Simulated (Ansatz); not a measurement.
# ZrS2: the cost of one run

Program: Ansatz 0.2.0. Level of theory: DFT PBEsol, scalar-relativistic, plane waves, PAW. These are calculated values, not measurements.

3 further runs of the same task are left out: 3 set aside as unsound or not needed.

### 1 The starting structure

Symmetry: P-3m1, No. 164, trigonal system. The conventional cell has a = 3.627 Å, b = 3.627 Å, c = 5.887 Å, α = 90.00°, β = 90.00°, γ = 120.00°. Zr (site symmetry -3m) has 6 S at 2.55 Å as nearest neighbours. Around S (site symmetry 3m) lie 3 Zr at 2.55 Å.

As a file:

```cif
data_structure
_symmetry_space_group_name_H-M 'P 1'
_symmetry_Int_Tables_number 1
_cell_length_a 3.6274
_cell_length_b 3.6274
_cell_length_c 5.8875
_cell_angle_alpha 90.000
_cell_angle_beta 90.000
_cell_angle_gamma 120.000
_cell_volume 67.09
loop_
_atom_site_label
_atom_site_type_symbol
_atom_site_fract_x
_atom_site_fract_y
_atom_site_fract_z
_atom_site_occupancy
Zr1 Zr 0.00000 0.00000 0.00000 1
S1 S 0.33333 0.66667 0.24681 1
S2 S 0.66667 0.33333 0.75319 1
```

This cell was relaxed beforehand with the same method: volume 22.36 Å³/atom, gap on the mesh 0.77 eV.

### 2 The cell under 9 GPa

At a set pressure the run lowers the enthalpy E + PV, so the energy alone may rise along the way.

input.yaml reads:

```yaml
crystal:
  lattice:
    - [3.6273750713, 0.0, 0.0]
    - [-1.8136875357, 3.1413989608, 0.0]
    - [0.0, 0.0, 5.8874526944]
  atoms:
    - { symbol: Zr, position: [0.0, 0.0, 0.0] }
    - { symbol: S, position: [0.3333333333, 0.6666666667, 0.2468122995] }
    - { symbol: S, position: [0.6666666667, 0.3333333333, 0.7531877005] }
basis:
  ecutwfc: 420
kpoints:
  mp_grid: { grid: [12, 12, 6] }
hamiltonian:
  xc: pbesol
scf:
  occupations: { method: fixed }
output:
  forces: true
  stress: true
  eigenvalues: true
relax:
  adjacent_minimum: "off"
  f_tol: 0.001
  max_steps: 60
  cell: { stress_tol: 0.02, p_target: 9.0 }
```

Launch:

```bash
ansatz run input.yaml --threads 1 --pin off --max-ram 3072MiB --backend cpu --events-out ev --progress --plain --runs-dir out
```

**Question.** How long does this run take on 1 thread of AMD EPYC 9R45 (Zen 5), shared host, and how much memory does it need?

About 12 s, with a peak of 0.47 GiB.
